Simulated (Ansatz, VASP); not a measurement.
Ag: VASP beside Ansatz

The input POSCAR:

```
Ag
1.0
   -1.6342676468      1.6342676468      1.6342676468
    1.6342676468     -1.6342676468      1.6342676468
    1.6342676468      1.6342676468     -1.6342676468
Ag
1
Direct
    0.0000000000      0.0000000000      0.0000000000
```

The input INCAR.step1:

```
SYSTEM = Ag
PREC = Accurate ; ENCUT = 520
ISMEAR = 0 ; SIGMA = 0.15
LREAL = .False. ; LASPH = .True.
NELM = 60 ; NBANDS = 12
GGA = PE ; ALGO = Normal
EDIFF = 1E-4 ; LWAVE = .True.
LCHARG = .False.
```

The input INCAR.step2:

```
SYSTEM = Ag
PREC = Accurate ; ENCUT = 520
EDIFF = 1E-7 ; ISMEAR = 0
SIGMA = 0.15 ; LREAL = .False.
LASPH = .True. ; NELM = 60
ALGO = Normal ; ISIF = 2
LWAVE = .False. ; LCHARG = .True.
METAGGA = R2SCAN ; LMIXTAU = .True.
LELF = .True. ; LVHAR = .True.
NBANDS = 12 ; ISTART = 1
```

The input KPOINTS:

```
Automatic mesh
0
Gamma
  14 14 14
  0 0 0
```

Input for Ansatz:

```yaml
crystal:
  lattice:
    - [-1.6342676468, 1.6342676468, 1.6342676468]
    - [1.6342676468, -1.6342676468, 1.6342676468]
    - [1.6342676468, 1.6342676468, -1.6342676468]
  atoms:
    - { symbol: Ag, position: [0.0, 0.0, 0.0] }
basis:
  ecutwfc: 500
kpoints:
  mp_grid: { grid: [14, 14, 14] }
hamiltonian:
  xc: r2scan
scf:
  occupations: { method: gaussian, width: 0.15 }
output:
  forces: true
  stress: true
  eigenvalues: true
  write_density: true
  write_potential: true
  elf: true
  volumetric_format: npy
```

This isn't the form of Ag at room conditions, which is fcc.

Alike in both runs: task single point; functional r2SCAN; k mesh 14 × 14 × 14; occupations gaussian, width 0.15 eV; no spin polarisation.

|  | VASP | Ansatz |
| --- | --- | --- |
| version | VASP 6.6.1 | Ansatz 0.2.0 |
| potentials or method | VASP PAW PBE potentials, release 64 (Ag) | scalar-relativistic, plane waves, PAW |
| plane-wave cutoff (eV) | 520 | 500 |
| valence electrons in the cell | 11 | 19 |

Ansatz gave:

- gap on the k mesh at the Fermi level (eV): none
- pressure (GPa): 0.0

Question: Which values does VASP return?

Answer: gap on the k mesh at the Fermi level (eV): none; pressure (GPa): 0.2.

A gap of «none» marks a metal or a gap that the smearing closes. The two sets of potentials don't hold the same shells in valence.

Caveats: the PAW data sets were made with another functional, which shifts forces and pressure a little (VASP).
